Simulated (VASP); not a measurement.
# ZnAu (Pm-3m) in VASP: a series of runs

One crystal, ZnAu, is run at these levels: PBE; tasks: single point.

Program: VASP 6.6.1. These are calculated values, not measurements. Logs are shortened: lines on timing, memory, paths and dates and some standing lists are left out, and cuts for length are marked.

### 1 The structure

Symmetry: Pm-3m, No. 221, cubic system. The conventional cell has a = 3.147 Å, b = 3.147 Å, c = 3.147 Å, α = 90.00°, β = 90.00°, γ = 90.00°. Au (site symmetry m-3m) is surrounded by 8 Zn at 2.73 Å. Around Zn (site symmetry m-3m) lie 8 Au at 2.73 Å.

### 2 Single point, PBE

INCAR reads:

```
SYSTEM = ZnAu
PREC     = Accurate       ! precision mode
ENCUT    = 300            ! plane-wave cutoff, eV
EDIFF    = 1E-6           ! SCF threshold, eV
ISMEAR   = 0              ! smearing method
SIGMA    = 0.2            ! smearing width, eV
LREAL    = .FALSE.        ! projectors in reciprocal space
LASPH    = .TRUE.         ! aspherical terms in the spheres
NELM     = 100            ! most SCF steps
ALGO     = Normal         ! electronic algorithm
ISIF     = 2              ! what is computed and relaxed
LWAVE    = .FALSE.        ! write WAVECAR
LCHARG   = .FALSE.        ! write CHGCAR
GGA      = PE             ! functional
NBANDS   = 18             ! bands
ADDGRID  = .FALSE.
```

KPOINTS reads:

```
regular mesh
0
G
  3 3 3
  0 0 0
```

POSCAR reads:

```
ZnAu
1.0
    3.1470000000      0.0000000000      0.0000000000
    0.0000000000      3.1470000000      0.0000000000
    0.0000000000      0.0000000000      3.1470000000
Au Zn
1 1
Direct
    0.0000000000      0.0000000000      0.0000000000
    0.5000000000      0.5000000000      0.5000000000
```

Potentials or basis: VASP PAW PBE potentials, release 64 (Au, Zn).

Started as:

```bash
$ cat potpaw_PBE.64/Au/POTCAR potpaw_PBE.64/Zn/POTCAR > POTCAR
$ mpirun -np 1 vasp_std > vasp.out
```

OUTCAR:

```text
SYSTEM = ZnAu
   PREC = Accurate
   ENCUT = 300
   EDIFF = 1E-6
   ISMEAR = 0
   LREAL = .FALSE.
   LASPH = .TRUE.
   NELM = 100
   ISIF = 2
   GGA = PE

 Found      4 irreducible k-points:

 Following reciprocal coordinates:
            Coordinates               Weight
  0.000000  0.000000  0.000000      1.000000
  0.333333  0.000000  0.000000      6.000000
  0.333333  0.333333  0.000000     12.000000
  0.333333  0.333333  0.333333      8.000000
   k-points           NKPTS =      4   k-points in BZ     NKDIM =      4   number of bands    NBANDS=     18
   number of dos      NEDOS =    301   number of ions     NIONS =      2
   total plane-waves  NPLWV =   5832
   dimension x,y,z NGX =    18 NGY =   18 NGZ =   18
   dimension x,y,z NGXF=    36 NGYF=   36 NGZF=   36
   ions per type =               1   1
   NGX,Y,Z   is equivalent  to a cutoff of   9.51,  9.51,  9.51 a.u.
   NGXF,Y,Z  is equivalent  to a cutoff of  19.02, 19.02, 19.02 a.u.
 SYSTEM =  ZnAu
   PREC   = accura    normal or accurate (medium, high low for compatibility)
   ISTART =      0    job   : 0-new  1-cont  2-samecut
   ICHARG =      2    charge: 1-file 2-atom 10-const
   ISPIN  =      1    spin polarized calculation?
   LNONCOLLINEAR =      F non collinear calculations
   LSORBIT =      F    spin-orbit coupling
   LASPH  =      T    aspherical Exc in radial PAW
   ENCUT  =  300.0 eV  22.05 Ry    4.70 a.u.   4.44  4.44  4.44*2*pi/ulx,y,z
   NELM   =    100;   NELMIN=  2; NELMDL= -5     # of ELM steps
   EDIFF  = 0.1E-05   stopping-criterion for ELM
[... 8 lines left out ...]
   TEBEG  =    0.0;   TEEND  =   0.0 temperature during run
   PSTRESS=    0.0 pullay stress
   NELECT =      23.0000    total number of electrons
   NUPDOWN=      -1.0000    fix difference up-down
   EMIN   =  10.00;   EMAX   =-10.00  energy-range for DOS
   EFERMI =   0.00;   METHOD = LEGACY
   ISMEAR =     0;   SIGMA  =   0.20  broadening in eV -4-tet -1-fermi 0-gaus
   EFERMI_NEDOS =   21; number of points for ismear=-14 and -15
   IALGO  =     38    algorithm
   IMIX   =      4    mixing-type and parameters
     AMIX     =   0.40;   BMIX     =  1.00
     AMIX_MAG =   1.60;   BMIX_MAG =  1.00
  volume/ion in A,a.u.               =      15.58       105.16
  Fermi-wavevector in a.u.,A,eV,Ry     =   1.479406  2.795672 29.778283  2.188642
  Thomas-Fermi vector in A             =   2.593568
   LORBIT       =      0    0 simple, 1 ext, 2 COOP (PROOUT), +10 PAW based schemes
   GGA     = PE    functional components
   LHFCALC =     F    Hartree Fock is set to
   AEXX    =    0.0000 exact exchange contribution
   IVDW    =     0    specifies the selected vdW correction
   LEPSILON=     F    determine dielectric tensor
   LRPA    =     F    only Hartree local field effects (RPA)
 non-spin polarized calculation
 Gauss-broadening in eV      SIGMA  =   0.20
  energy-cutoff  :      300.00
  volume of cell :       31.17
 maximum number of plane-waves:       371
 NGX is ok and might be reduce to    18
   NGX =  9   NGY =  9   NGZ =  9

 number of electron      22.9999910 magnetization

 Free energy of the ion-electron system (eV)
  ---------------------------------------------------
  ext. energy  EPLUGINS =         0.00000000
  ---------------------------------------------------
  free energy    TOTEN  =        -4.52623301 eV

  energy without entropy =       -4.47856518  energy(sigma->0) =       -4.50239910

 E-fermi :   7.2822     XC(G=0): -12.3906

 val. band max:        7.2371702961   @ k =   0.3333   0.3333   0.0000
 cond. band min:       8.9130012288   @ k =   0.3333   0.3333   0.0000
 fundamental gap:      1.6758309327
 Fermi energy:         7.2822327071

 k-point     1 :       0.0000    0.0000    0.0000
  band No.  band energies     occupation
      1      -3.5303      2.00000
      2      -1.0079      2.00000
      3      -1.0079      2.00000
      4      -0.2977      2.00000
      5      -0.2977      2.00000
      6      -0.2977      2.00000
[... 10 lines left out ...]
     17      19.2331      0.00000
     18      25.3980      0.00000

 k-point     2 :       0.3333    0.0000    0.0000
  band No.  band energies     occupation
      1      -1.7326      2.00000
      2      -0.6536      2.00000
      3      -0.5979      2.00000
      4      -0.3007      2.00000
      5      -0.3007      2.00000
      6      -0.1735      2.00000
[... 10 lines left out ...]
     17      21.6578      0.00000
     18      21.7648      0.00000

 k-point     3 :       0.3333    0.3333    0.0000
  band No.  band energies     occupation
      1      -1.1940      2.00000
      2      -0.8384      2.00000
      3      -0.5500      2.00000
      4      -0.3915      2.00000
      5      -0.2031      2.00000
      6       0.4208      2.00000
[... 10 lines left out ...]
     17      21.0640      0.00000
     18      21.5556      0.00000

 k-point     4 :       0.3333    0.3333    0.3333
  band No.  band energies     occupation
      1      -0.7516      2.00000
      2      -0.5646      2.00000
      3      -0.5646      2.00000
      4      -0.2460      2.00000
      5      -0.2460      2.00000
      6       0.2549      2.00000
[... 10 lines left out ...]
     17      16.0244      0.00000
     18      20.4044      0.00000

------------------------ aborting loop because EDIFF is reached ----------------------------------------

  FORCE on cell =-STRESS in cart. coord.  units (eV):
  Direction    XX          YY          ZZ          XY          YZ          ZX
  --------------------------------------------------------------------------------------
  -------------------------------------------------------------------------------------
  Total        0.4568278      0.4568278      0.4568278      0.0000000      0.0000000      0.0000000
  in kB       23.4840456     23.4840456     23.4840456      0.0000000      0.0000000      0.0000000
  external PRESSURE =      23.4840456 kB  Pullay stress =       0.0000000 kB

 VOLUME and BASIS-vectors are now :
 -----------------------------------------------------------------------------
  energy-cutoff  :      300.00
  volume of cell :       31.17
      direct lattice vectors                 reciprocal lattice vectors
     3.147000000  0.000000000  0.000000000     0.317762949  0.000000000  0.000000000
     0.000000000  3.147000000  0.000000000     0.000000000  0.317762949  0.000000000
     0.000000000  0.000000000  3.147000000     0.000000000  0.000000000  0.317762949

 POSITION                                       TOTAL-FORCE (eV/Angst)
 -----------------------------------------------------------------------------------
      0.00000      0.00000      0.00000         0.000000      0.000000      0.000000
      1.57350      1.57350      1.57350         0.000000      0.000000      0.000000
 -----------------------------------------------------------------------------------
    total drift:                                0.000000     -0.000000      0.000000

  FREE ENERGIE OF THE ION-ELECTRON SYSTEM (eV)
  ---------------------------------------------------
  free  energy   TOTEN  =        -4.5262330089 eV

  energy  without entropy=       -4.4785651819  energy(sigma->0) =       -4.50239910
```

It took 6.5 s on 1 thread of AMD EPYC, shared host; peak memory 0.08 GiB.

These settings aren't checked as converged: the numbers below hold their error.

What came out:

| Quantity | Value |
| --- | --- |
| Free energy | -4.5262 eV |
| Band gap on the k mesh | none (metal or under the smearing width) |

Caveat: the k mesh is coarse (spacing up to 0.67 Å⁻¹), so the values aren't converged; the cutoff is under 1.25 times the usual one of these potentials, so pressure, stress and relaxed cells hold a basis-set (Pulay) error.

### 3 Single point, PBE

INCAR: that of step 2 with these lines changed.

```diff
@@ -2,3 +2,3 @@
 PREC     = Accurate       ! precision mode
-ENCUT    = 300            ! plane-wave cutoff, eV
+ENCUT    = 350            ! plane-wave cutoff, eV
 EDIFF    = 1E-6           ! SCF threshold, eV
```

KPOINTS is that of step 2.

POSCAR is that of step 2.

Potentials or basis: VASP PAW PBE potentials, release 64 (Au, Zn).

Started as:

```bash
$ cat potpaw_PBE.64/Au/POTCAR potpaw_PBE.64/Zn/POTCAR > POTCAR
$ mpirun -np 1 vasp_std > vasp.out
```

OUTCAR:

```text
SYSTEM = ZnAu
   PREC = Accurate
   ENCUT = 350
   EDIFF = 1E-6
   ISMEAR = 0
   LREAL = .FALSE.
   LASPH = .TRUE.
   NELM = 100
   ISIF = 2
   GGA = PE

 Found      4 irreducible k-points:

 Following reciprocal coordinates:
            Coordinates               Weight
  0.000000  0.000000  0.000000      1.000000
  0.333333  0.000000  0.000000      6.000000
  0.333333  0.333333  0.000000     12.000000
  0.333333  0.333333  0.333333      8.000000
   k-points           NKPTS =      4   k-points in BZ     NKDIM =      4   number of bands    NBANDS=     18
   number of dos      NEDOS =    301   number of ions     NIONS =      2
   total plane-waves  NPLWV =   8000
   dimension x,y,z NGX =    20 NGY =   20 NGZ =   20
   dimension x,y,z NGXF=    40 NGYF=   40 NGZF=   40
   ions per type =               1   1
   NGX,Y,Z   is equivalent  to a cutoff of  10.57, 10.57, 10.57 a.u.
   NGXF,Y,Z  is equivalent  to a cutoff of  21.13, 21.13, 21.13 a.u.
 SYSTEM =  ZnAu
   PREC   = accura    normal or accurate (medium, high low for compatibility)
   ISTART =      0    job   : 0-new  1-cont  2-samecut
   ICHARG =      2    charge: 1-file 2-atom 10-const
   ISPIN  =      1    spin polarized calculation?
   LNONCOLLINEAR =      F non collinear calculations
   LSORBIT =      F    spin-orbit coupling
   LASPH  =      T    aspherical Exc in radial PAW
   ENCUT  =  350.0 eV  25.72 Ry    5.07 a.u.   4.80  4.80  4.80*2*pi/ulx,y,z
   NELM   =    100;   NELMIN=  2; NELMDL= -5     # of ELM steps
   EDIFF  = 0.1E-05   stopping-criterion for ELM
[... 8 lines left out ...]
   TEBEG  =    0.0;   TEEND  =   0.0 temperature during run
   PSTRESS=    0.0 pullay stress
   NELECT =      23.0000    total number of electrons
   NUPDOWN=      -1.0000    fix difference up-down
   EMIN   =  10.00;   EMAX   =-10.00  energy-range for DOS
   EFERMI =   0.00;   METHOD = LEGACY
   ISMEAR =     0;   SIGMA  =   0.20  broadening in eV -4-tet -1-fermi 0-gaus
   EFERMI_NEDOS =   21; number of points for ismear=-14 and -15
   IALGO  =     38    algorithm
   IMIX   =      4    mixing-type and parameters
     AMIX     =   0.40;   BMIX     =  1.00
     AMIX_MAG =   1.60;   BMIX_MAG =  1.00
  volume/ion in A,a.u.               =      15.58       105.16
  Fermi-wavevector in a.u.,A,eV,Ry     =   1.479406  2.795672 29.778283  2.188642
  Thomas-Fermi vector in A             =   2.593568
   LORBIT       =      0    0 simple, 1 ext, 2 COOP (PROOUT), +10 PAW based schemes
   GGA     = PE    functional components
   LHFCALC =     F    Hartree Fock is set to
   AEXX    =    0.0000 exact exchange contribution
   IVDW    =     0    specifies the selected vdW correction
   LEPSILON=     F    determine dielectric tensor
   LRPA    =     F    only Hartree local field effects (RPA)
 non-spin polarized calculation
 Gauss-broadening in eV      SIGMA  =   0.20
  energy-cutoff  :      350.00
  volume of cell :       31.17
 maximum number of plane-waves:       467
 NGX is ok and might be reduce to    20
   NGX =  9   NGY =  9   NGZ =  9

 number of electron      23.0000070 magnetization

 Free energy of the ion-electron system (eV)
  ---------------------------------------------------
  ext. energy  EPLUGINS =         0.00000000
  ---------------------------------------------------
  free energy    TOTEN  =        -4.51957654 eV

  energy without entropy =       -4.47190872  energy(sigma->0) =       -4.49574263

 E-fermi :   7.2808     XC(G=0): -12.3898

 val. band max:        7.2357600406   @ k =   0.3333   0.3333   0.0000
 cond. band min:       8.9119955766   @ k =   0.3333   0.3333   0.0000
 fundamental gap:      1.6762355359
 Fermi energy:         7.2808224516

 k-point     1 :       0.0000    0.0000    0.0000
  band No.  band energies     occupation
      1      -3.5288      2.00000
      2      -1.0154      2.00000
      3      -1.0154      2.00000
      4      -0.3062      2.00000
      5      -0.3062      2.00000
      6      -0.3062      2.00000
[... 10 lines left out ...]
     17      19.2185      0.00000
     18      25.3974      0.00000

 k-point     2 :       0.3333    0.0000    0.0000
  band No.  band energies     occupation
      1      -1.7316      2.00000
      2      -0.6617      2.00000
      3      -0.6051      2.00000
      4      -0.3092      2.00000
      5      -0.3092      2.00000
      6      -0.1821      2.00000
[... 10 lines left out ...]
     17      21.6593      0.00000
     18      21.7567      0.00000

 k-point     3 :       0.3333    0.3333    0.0000
  band No.  band energies     occupation
      1      -1.1985      2.00000
      2      -0.8450      2.00000
      3      -0.5586      2.00000
      4      -0.3998      2.00000
      5      -0.2118      2.00000
      6       0.4159      2.00000
[... 10 lines left out ...]
     17      21.0645      0.00000
     18      21.5518      0.00000

 k-point     4 :       0.3333    0.3333    0.3333
  band No.  band energies     occupation
      1      -0.7591      2.00000
      2      -0.5728      2.00000
      3      -0.5728      2.00000
      4      -0.2543      2.00000
      5      -0.2543      2.00000
      6       0.2525      2.00000
[... 10 lines left out ...]
     17      16.0211      0.00000
     18      20.4036      0.00000

------------------------ aborting loop because EDIFF is reached ----------------------------------------

  FORCE on cell =-STRESS in cart. coord.  units (eV):
  Direction    XX          YY          ZZ          XY          YZ          ZX
  --------------------------------------------------------------------------------------
  -------------------------------------------------------------------------------------
  Total        0.4238782      0.4238782      0.4238782     -0.0000000     -0.0000000      0.0000000
  in kB       21.7902087     21.7902087     21.7902087     -0.0000000     -0.0000000      0.0000000
  external PRESSURE =      21.7902087 kB  Pullay stress =       0.0000000 kB

 VOLUME and BASIS-vectors are now :
 -----------------------------------------------------------------------------
  energy-cutoff  :      350.00
  volume of cell :       31.17
      direct lattice vectors                 reciprocal lattice vectors
     3.147000000  0.000000000  0.000000000     0.317762949  0.000000000  0.000000000
     0.000000000  3.147000000  0.000000000     0.000000000  0.317762949  0.000000000
     0.000000000  0.000000000  3.147000000     0.000000000  0.000000000  0.317762949

 POSITION                                       TOTAL-FORCE (eV/Angst)
 -----------------------------------------------------------------------------------
      0.00000      0.00000      0.00000         0.000000      0.000000      0.000000
      1.57350      1.57350      1.57350         0.000000      0.000000      0.000000
 -----------------------------------------------------------------------------------
    total drift:                               -0.000000      0.000000      0.000000

  FREE ENERGIE OF THE ION-ELECTRON SYSTEM (eV)
  ---------------------------------------------------
  free  energy   TOTEN  =        -4.5195765442 eV

  energy  without entropy=       -4.4719087171  energy(sigma->0) =       -4.49574263
```

Run time: 7.7 s. Hardware: 1 thread of AMD EPYC, shared host; peak memory 0.09 GiB.

The run converged, but some of its settings lie outside the range that counts as converged, so its numbers aren't taken as properties of the crystal.

Results:

* Free energy: -4.5196 eV
* Pressure: 2.2 GPa
* Band gap on the k mesh: none (metal or under the smearing width)

Caveat: the k mesh is coarse (spacing up to 0.67 Å⁻¹), so the values aren't converged.

### 4 Single point, PBE

INCAR: that of step 3 with these lines changed.

```diff
@@ -2,3 +2,3 @@
 PREC     = Accurate       ! precision mode
-ENCUT    = 350            ! plane-wave cutoff, eV
+ENCUT    = 200            ! plane-wave cutoff, eV
 EDIFF    = 1E-6           ! SCF threshold, eV
```

KPOINTS reads:

```
regular mesh
0
G
  4 4 4
  0 0 0
```

POSCAR is that of step 3.

Started as:

```bash
$ cat potpaw_PBE.64/Au/POTCAR potpaw_PBE.64/Zn/POTCAR > POTCAR
$ mpirun -np 1 vasp_std > vasp.out
```

Wall time 7 s (1 thread of AMD EPYC, shared host); peak memory 0.08 GiB.

The run converged, but a check on its numbers failed (symmetry, net force, bounds or a known fault of this set-up), so they aren't taken as properties of the crystal.

Caveat: the k mesh is coarse (spacing up to 0.50 Å⁻¹), so the values aren't converged; the cutoff lies under the usual one of these potentials, so the numbers hold a large basis-set error; a pressure of tens of GPa on the cell as given is suspect, and the run, the potentials or the cell itself is likely at fault.

### 5 Single point, PBE

INCAR: that of step 4 with these lines changed.

```diff
@@ -2,3 +2,3 @@
 PREC     = Accurate       ! precision mode
-ENCUT    = 200            ! plane-wave cutoff, eV
+ENCUT    = 400            ! plane-wave cutoff, eV
 EDIFF    = 1E-6           ! SCF threshold, eV
```

KPOINTS reads:

```
regular mesh
0
G
  3 3 3
  0 0 0
```

POSCAR is that of step 4.

Started as:

```bash
$ cat potpaw_PBE.64/Au/POTCAR potpaw_PBE.64/Zn/POTCAR > POTCAR
$ mpirun -np 1 vasp_std > vasp.out
```

Run time: 8.8 s. Hardware: 1 thread of AMD EPYC, shared host; peak memory 0.1 GiB.

The run converged, but some of its settings lie outside the range that counts as converged, so its numbers aren't taken as properties of the crystal.

What came out:

```yaml
Free_energy: -4.5194 eV
Pressure: 2.5 GPa
Band_gap_on_the_k_mesh: none (metal or under the smearing width)
```

Caveat: the k mesh is coarse (spacing up to 0.67 Å⁻¹), so the values aren't converged.

### 6 Single point, PBE

INCAR: that of step 5 with these lines changed.

```diff
@@ -2,3 +2,3 @@
 PREC     = Accurate       ! precision mode
-ENCUT    = 400            ! plane-wave cutoff, eV
+ENCUT    = 500            ! plane-wave cutoff, eV
 EDIFF    = 1E-6           ! SCF threshold, eV
```

KPOINTS is that of step 5.

POSCAR is that of step 5.

Potentials or basis: VASP PAW PBE potentials, release 64 (Au, Zn).

Started as:

```bash
$ cat potpaw_PBE.64/Au/POTCAR potpaw_PBE.64/Zn/POTCAR > POTCAR
$ mpirun -np 1 vasp_std > vasp.out
```

Wall time 8.3 s (1 thread of AMD EPYC, shared host); peak memory 0.1 GiB.

These settings aren't checked as converged: the numbers below hold their error.

Results:

```
Free energy            : -4.5201 eV
Pressure               : 2.8 GPa
Band gap on the k mesh : none (metal or under the smearing width)
```

Caveat: the k mesh is coarse (spacing up to 0.67 Å⁻¹), so the values aren't converged.

### 7 The reference run

An earlier run on the cell as given: functional PBE; potentials or basis VASP PAW PBE potentials, release 64 (Au, Zn); cutoff 520 eV; k mesh 8 × 8 × 8; occupations fermi-dirac, width 0.05 eV; no spin polarisation.

- Pressure: 5.2 GPa
- Band gap on the k mesh: none (metal or under the smearing width)
